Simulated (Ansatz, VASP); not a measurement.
ZnSe: VASP beside Ansatz

INCAR

```
SYSTEM = ZnSe
  PREC = Accurate
  ENCUT = 520
  EDIFF = 1E-6
  ISMEAR = 0
  SIGMA = 0.02
  LREAL = .False.
  LASPH = .True.
  NELM = 100
  ALGO = Fast
  ISIF = 2
  LWAVE = .False.
  LCHARG = .True.
  GGA = PE
  LELF = .True.
  LVHAR = .True.
  NBANDS = 26
```

File KPOINTS:

```
Automatic mesh
0
Gamma
  8 8 6
  0 0 0
```

Contents of POSCAR:

```
ZnSe
1.0
    3.9594961118      0.0000000000      0.0000000000
    0.0000000000      3.9594961118      0.0000000000
    0.0000000000      0.0000000000      5.9423870220
Zn Se
2 2
Direct
    0.0000000000      0.0000000000      0.0000000000
    0.5000000000      0.5000000000      0.0000000000
    0.0000000000      0.5000000000      0.2812256019
    0.5000000000      0.0000000000      0.7187743981
```

Input for Ansatz:

```yaml
crystal:
  lattice:
    - [3.9594961118, 0.0, 0.0]
    - [0.0, 3.9594961118, 0.0]
    - [0.0, 0.0, 5.942387022]
  atoms:
    - { symbol: Zn, position: [0.0, 0.0, 0.0] }
    - { symbol: Zn, position: [0.5, 0.5, 0.0] }
    - { symbol: Se, position: [0.0, 0.5, 0.2812256019] }
    - { symbol: Se, position: [0.5, 0.0, 0.7187743981] }
basis:
  ecutwfc: 420
kpoints:
  mp_grid: { grid: [8, 8, 6] }
hamiltonian:
  xc: pbe
scf:
  occupations: { method: gaussian, width: 0.02 }
output:
  forces: true
  stress: true
  eigenvalues: true
```

Alike in both runs: task single point; functional PBE; k mesh 8 × 8 × 6; occupations gaussian, width 0.02 eV; no spin polarisation.

|  | VASP | Ansatz |
| --- | --- | --- |
| version | VASP 6.6.1 | Ansatz 0.2.0 |
| potentials or method | VASP PAW PBE potentials, release 64 (Zn, Se) | scalar-relativistic, plane waves, PAW |
| plane-wave cutoff (eV) | 520 | 420 |
| valence electrons in the cell | 36 | 56 |

Ansatz gave:

| Quantity | Value |
| --- | --- |
| gap on the k mesh at the Fermi level (eV) | 1.36 |
| least direct gap on the mesh (eV) | 1.36 |
| pressure (GPa) | -1.4 |
| largest component of the traceless stress (GPa) | 4.16 |
| rms of the force components (eV/Å) | 0.489 |

Question: Which values does VASP return?

Answer: gap on the k mesh at the Fermi level (eV): 1.36; least direct gap on the mesh (eV): 1.36; pressure (GPa): -1.2; largest component of the traceless stress (GPa): 4.14; rms of the force components (eV/Å): 0.475.

Atom by atom the forces differ by 0.014 eV/Å (rms over components). The two sets of potentials don't hold the same shells in valence.

Caveats: forces of over 1 eV/Å show positions far from the minimum, so gaps and moduli don't describe the material at rest. A k mesh can miss the band edges.
